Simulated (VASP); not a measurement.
A run of VASP 6.6.1 is set up as follows.

The input INCAR:

```
ALGO = Normal ; EDIFF = 1E-6
EDIFFG = -0.01 ; ENCUT = 600
GGA = PS ; IBRION = 2
ISIF = 3 ; ISMEAR = 0
KPAR = 4 ; LASPH = True
LCHARG = False ; LREAL = False
LWAVE = False ; NELM = 80
NSW = 90 ; PREC = Accurate
SIGMA = 0.03
```

Contents of KPOINTS:

```
k-points
0
Gamma
  6 6 6
```

Contents of POSCAR:

```
SnGe7
1.0
    0.0000000000      5.7589282000     -5.7589282000
    5.7589282000      5.7589282000      0.0000000000
    5.7589282000      0.0000000000     -5.7589282000
Sn Ge
2 14
Direct
    0.5000000000      0.0000000000      0.5000000000
    0.5000000000      0.5000000000      0.5000000000
    0.0000000000      0.0000000000      0.5000000000
    0.0000000000      0.5000000000      0.5000000000
    0.5000000000      0.0000000000      0.0000000000
    0.5000000000      0.5000000000      0.0000000000
    0.0000000000      0.0000000000      0.0000000000
    0.0000000000      0.5000000000      0.0000000000
    0.3750000000      0.3750000000      0.3750000000
    0.3750000000      0.8750000000      0.3750000000
    0.8750000000      0.3750000000      0.3750000000
    0.8750000000      0.8750000000      0.3750000000
    0.3750000000      0.3750000000      0.8750000000
    0.3750000000      0.8750000000      0.8750000000
    0.8750000000      0.3750000000      0.8750000000
    0.8750000000      0.8750000000      0.8750000000
```

Potentials or basis: VASP PAW PBE potentials, release 64 (Sn_d, Ge_d).

The run is started by

```sh
$ cat potpaw_PBE.64/Sn_d/POTCAR potpaw_PBE.64/Ge_d/POTCAR > POTCAR
$ mpirun -np 4 vasp_std > vasp.out
```

**Question.** Estimate the space group after relaxing (to 0.05 Å).

**Answer.** Amm2 (No. 38).

**Question.** What does it give for the relaxed volume?

**Answer.** 24.28 Å³/atom.

**Question.** Estimate the band gap on the k mesh.

**Answer.** 0.01 eV.

Final structure:
```
CELL_PARAMETERS angstrom
-0.00414 5.78747 -5.79808
5.78333 5.78333 0.00000
5.78747 -0.00414 -5.79808
ATOMIC_POSITIONS crystal
Sn 0.50044 0.99956 0.50044
Sn 0.50044 0.49956 0.50044
Ge 0.00028 0.00012 0.49949
Ge 0.00028 0.50012 0.49949
Ge 0.49949 0.00012 0.00028
Ge 0.49949 0.50012 0.00028
Ge 0.00045 0.99955 0.00045
Ge 0.00045 0.49955 0.00045
Ge 0.36546 0.38454 0.36546
Ge 0.36546 0.88454 0.36546
Ge 0.88843 0.37076 0.37006
Ge 0.88843 0.87076 0.37006
Ge 0.37006 0.37076 0.88843
Ge 0.37006 0.87076 0.88843
Ge 0.87539 0.37461 0.87539
Ge 0.87539 0.87461 0.87539
```

Caveat: the PAW data sets were made with another functional, which shifts forces and pressure a little; spin-orbit coupling is left out, which moves the levels of the heavy elements. A k mesh can miss the band edges.
